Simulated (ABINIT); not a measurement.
# Si2Mo (I4/mmm) in ABINIT: settings compared

The runs below take Si2Mo through single point, with PBEsol, PBE.

All numbers are computed with ABINIT 10.8.3 (patched build); they aren't measurements. Logs are shortened: lines on timing, memory, paths and dates and some standing lists are left out, and cuts for length are marked. The log counts tension as positive stress, the text compression.

## (1) The crystal as given

Symmetry: I4/mmm, No. 139, tetragonal system. The conventional cell has a = 3.200 Å, b = 3.200 Å, c = 7.861 Å, α = 90.00°, β = 90.00°, γ = 90.00°. Mo (site symmetry 4/mmm) is surrounded by 10 Si at 2.62 Å. Around Si (site symmetry 4mm) lie 5 Si at 2.61 to 2.63 Å and 5 Mo at 2.62 Å.

## (2) Single point, PBEsol

run.abi reads:

```
pp_dirpath "./"
pseudos "Mo.upf, Si.upf"

acell 3*1.0
rprim
    -3.0235617994     3.0235617994     7.4275685328
     3.0235617994    -3.0235617994     7.4275685328
     3.0235617994     3.0235617994    -7.4275685328
ntypat 2
znucl 42 14
natom 3
typat 1 2 2
xred
     0.0000000000     0.0000000000     0.0000000000
     0.6670000000     0.6670000000     0.0000000000
     0.3330000000     0.3330000000     0.0000000000

ecut 36.0

kptopt 1
ngkpt 9 9 9
nshiftk 1
shiftk 0.0 0.0 0.0

ixc -116133

nband 15
occopt 3
tsmear 0.00183747

nstep 100
tolvrs 1.0e-10

iomode 3
prtwf 0
prtden 0
prteig 0
prtebands 0
enunit 2
```

Potentials or basis: PseudoDojo NC SR PBEsol v0.4.1 standard.

Command:

```bash
> mpirun --bind-to none -np 4 abinit run.abi > log 2>&1
```

run.abo:

```text
.Version 10.8.3 of ABINIT
 Symmetries : space group I4/m m m (#139); Bravais tI (body-center tetrag.)
================================================================================
 Values of the parameters that define the memory need of the present run
     intxc =       0    ionmov =       0      iscf =       7    lmnmax =       6
     lnmax =       6     mgfft =      48  mpssoang =       3    mqgrid =    3001
     natom =       3  nloc_mem =       1    nspden =       1   nspinor =       1
    nsppol =       1      nsym =      16    n1xccc =    2501    ntypat =       2
    occopt =       3   xclevel =       2
       mpw =        2819          nfft =      110592          nkpt =          75
================================================================================
================================================================================

--------------------------------------------------------------------------------
------------- Echo of variables that govern the present computation ------------
--------------------------------------------------------------------------------
 -outvars: echo values of preprocessed input variables --------
            acell      1.0000000000E+00  1.0000000000E+00  1.0000000000E+00 Bohr
              amu      9.59400000E+01  2.80855000E+01
             ecut      3.60000000E+01 Hartree
           enunit           2
                       outvar_i_n : Printing only first  50 k-points.
              ixc     -116133
                       outvar_i_n : Printing only first  50 k-points.
         kptrlatt        9    0    0      0    9    0      0    0    9
          kptrlen      5.44241124E+01
            natom           3
            nband          15
            ngfft          48      48      48
             nkpt          75
            nstep         100
             nsym          16
           ntypat           2
                       prtocc : prtvol=0, do not print more k-points.
           occopt           3
           prtden           0
        prtebands           0
           prteig           0
            prtwf           0
            rprim     -3.0235617994E+00  3.0235617994E+00  7.4275685328E+00
                       3.0235617994E+00 -3.0235617994E+00  7.4275685328E+00
                       3.0235617994E+00  3.0235617994E+00 -7.4275685328E+00
          spgroup         139
           tolvrs      1.00000000E-10
           tsmear      1.83747000E-03 Hartree
            typat      1  2  2
                       outvars : Printing only first  50 k-points.
           xangst      0.0000000000E+00  0.0000000000E+00  0.0000000000E+00
                       1.3376319501E-16 -9.8898455640E-17  5.2432869964E+00
                       3.8556339167E-17 -2.1150104970E-17  2.6177129982E+00
            xcart      0.0000000000E+00  0.0000000000E+00  0.0000000000E+00
                       2.5277580429E-16 -1.8689099543E-16  9.9083764228E+00
[... 117 lines left out ...]
    2       0.050570572555      0.050570572555     -0.050570572555
    3      -0.050570572555     -0.050570572555      0.050570572555

 cartesian coordinates (angstrom) at end:
    1      0.00000000000000     0.00000000000000     0.00000000000000
    2      0.00000000000000    -0.00000000000000     5.24328699641353
    3      0.00000000000000    -0.00000000000000     2.61771299820946

 cartesian forces (hartree/bohr) at end:
    1     -0.00000000000000    -0.00000000000000    -0.00000000000000
    2     -0.00000000000000    -0.00000000000000    -0.00680849625712
    3      0.00000000000000     0.00000000000000     0.00680849625712
 frms,max,avg= 3.2095559E-03 6.8084963E-03   0.000E+00  0.000E+00  0.000E+00 h/b

 cartesian forces (eV/Angstrom) at end:
    1     -0.00000000000000    -0.00000000000000    -0.00000000000000
    2     -0.00000000000000    -0.00000000000000    -0.35010695418354
    3      0.00000000000000     0.00000000000000     0.35010695418354
 frms,max,avg= 1.6504200E-01 3.5010695E-01   0.000E+00  0.000E+00  0.000E+00 e/A
 length scales=  1.000000000000  1.000000000000  1.000000000000 bohr
              =  0.529177210544  0.529177210544  0.529177210544 angstroms
 Fermi (or HOMO) energy (hartree) =   0.46897   Average Vxc (hartree)=  -0.45757
 Eigenvalues (hartree) for nkpt=  75  k points:
 kpt#   1, nband= 15, wtk=  0.00137, kpt=  0.0000  0.0000  0.0000 (reduced coord)
  -1.75775   -0.80937   -0.80541   -0.80541   -0.02332    0.23780    0.34411    0.35910
   0.37358    0.37358    0.48687    0.58434    0.58516    0.60525    0.61163
      occupation numbers for kpt#   1
   2.00000    2.00000    2.00000    2.00000    2.00000    2.00000    2.00000    2.00000
   2.00000    2.00000    0.00012    0.00000    0.00000    0.00000    0.00000
 prteigrs : prtvol=0 or 1, do not print more k-points.

 Fermi (or HOMO) energy (eV) =  12.76131   Average Vxc (eV)= -12.45098
 Eigenvalues (   eV  ) for nkpt=  75  k points:
 kpt#   1, nband= 15, wtk=  0.00137, kpt=  0.0000  0.0000  0.0000 (reduced coord)
 -47.83092  -22.02404  -21.91643  -21.91643   -0.63467    6.47085    9.36382    9.77164
  10.16567   10.16567   13.24845   15.90084   15.92298   16.46975   16.64319
 prteigrs : prtvol=0 or 1, do not print more k-points.

--- !EnergyTerms
iteration_state     : {dtset: 1, }
comment             : Components of total free energy in Hartree
kinetic             :  2.56687279020564E+01
hartree             :  1.50028549614405E+01
xc                  : -1.35160237412926E+01
Ewald energy        : -6.27502804585548E+01
psp_core            :  2.56598058629235E+00
local_psp           : -5.54925612289686E+01
non_local_psp       :  9.71589227670665E+00
internal            : -7.88054097023201E+01
'-kT*entropy'       : -1.11523524174318E-04
total_energy        : -7.88055212258443E+01
total_energy_eV     : -2.14440747639230E+03
band_energy         : -4.25307019077079E+00
...

 Cartesian components of stress tensor (hartree/bohr^3)
  sigma(1 1)=  8.03040497E-05  sigma(3 2)=  0.00000000E+00
  sigma(2 2)=  8.03040497E-05  sigma(3 1)=  0.00000000E+00
  sigma(3 3)=  1.34004378E-04  sigma(2 1)=  0.00000000E+00

-Cartesian components of stress tensor (GPa)         [Pressure= -2.8893E+00 GPa]
- sigma(1 1)=  2.36262671E+00  sigma(3 2)=  0.00000000E+00
- sigma(2 2)=  2.36262671E+00  sigma(3 1)=  0.00000000E+00
- sigma(3 3)=  3.94254493E+00  sigma(2 1)=  0.00000000E+00

== END DATASET(S) ==============================================================
================================================================================

 -outvars: echo values of variables after computation  --------
            acell      1.0000000000E+00  1.0000000000E+00  1.0000000000E+00 Bohr
           etotal     -7.8805521226E+01
            fcart     -0.0000000000E+00 -0.0000000000E+00 -0.0000000000E+00
                      -5.3204146899E-19 -5.3204146899E-19 -6.8084962571E-03
                       5.3204146899E-19  5.3204146899E-19  6.8084962571E-03
            rprim     -3.0235617994E+00  3.0235617994E+00  7.4275685328E+00
                       3.0235617994E+00 -3.0235617994E+00  7.4275685328E+00
                       3.0235617994E+00  3.0235617994E+00 -7.4275685328E+00
           strten      8.0304049680E-05  8.0304049680E-05  1.3400437845E-04
                       0.0000000000E+00  0.0000000000E+00  0.0000000000E+00
           xangst      0.0000000000E+00  0.0000000000E+00  0.0000000000E+00
                       1.3376319501E-16 -9.8898455640E-17  5.2432869964E+00
                       3.8556339167E-17 -2.1150104970E-17  2.6177129982E+00
             xred      0.0000000000E+00  0.0000000000E+00  0.0000000000E+00
                       6.6700000000E-01  6.6700000000E-01  1.0895231060E-17
                       3.3300000000E-01  3.3300000000E-01  5.4394481902E-18
 Calculation completed.
```

Run time: 27 s. Hardware: 4 MPI ranks of Intel Xeon 6975P-C (Granite Rapids), shared host; peak memory 0.4 GiB.

What came out:

* Free energy: -2144.4075 eV
* Pressure: -2.9 GPa
* Largest force: 0.350 eV/Å
* Band gap on the k mesh: none (metal or under the smearing width)
* Valence electrons inside the program's atomic spheres: Mo 10.60; Si 1.77

Forces in eV/Å, atoms in the order of the input:
```
Mo   0.000  0.000  0.000
Si   0.000  0.000 -0.350
Si   0.000  0.000  0.350
```

## (3) Single point, PBE

run.abi reads:

```
# Pseudopotentials
pp_dirpath "./"
pseudos "Mo.upf, Si.upf"

# Structure
acell 3*1.0 Angstrom
rprim
    -1.6000000000     1.6000000000     3.9305000000
     1.6000000000    -1.6000000000     3.9305000000
     1.6000000000     1.6000000000    -3.9305000000
ntypat 2
znucl 42 14
natom 3
typat 1 2 2
xred
     0.0000000000     0.0000000000     0.0000000000
     0.6670000000     0.6670000000     0.0000000000
     0.3330000000     0.3330000000     0.0000000000

# Plane-wave basis
ecut 35.0

# k points
kptopt 1
ngkpt 9 9 9
nshiftk 1
shiftk 0.0 0.0 0.0

# Exchange and correlation
ixc 11

# Bands and occupations
nband 15
occopt 3
tsmear 0.05 eV

# SCF cycle
nstep 100
tolvrs 1.0e-10

# Output
iomode 3
prtwf 0
prteig 0
prtebands 0
enunit 2
prtden 1
prtvha 1
prtvclmb 1
prtpot 1
prtelf 1
```

Potentials or basis: PseudoDojo NC SR PBE v0.4.1 standard.

Command:

```bash
> abinit run.abi > log 2>&1
```

It took 2.5 min on 1 thread of Arm Neoverse V1, shared host; peak memory 0.13 GiB.

It converged, with:

```yaml
Free_energy: -2144.1285 eV
Pressure: 2.0 GPa
Largest_force: 0.303 eV/Å
Band_gap_on_the_k_mesh: none (metal or under the smearing width)
Valence_electrons_inside_the_program's_atomic_spheres: Mo 10.61; Si 1.77
```

Forces in eV/Å, atoms in the order of the input:
```
Mo   0.000  0.000  0.000
Si   0.000  0.000 -0.303
Si   0.000  0.000  0.303
```

Stress tensor (GPa, compression positive):
```
2.48 0.00 0.00
0.00 2.48 0.00
0.00 0.00 1.01
```

Levels at points of the mesh, in eV from the Fermi level:
| k point | band 8 | band 9 | band 10 | band 11 | band 12 | band 13 | band 14 | band 15 |
| --- | --- | --- | --- | --- | --- | --- | --- | --- |
| (0.00, 0.00, 0.00) | -2.95 | -2.60 | -2.60 | 0.48 | 3.14 | 3.19 | 3.71 | 4.12 |
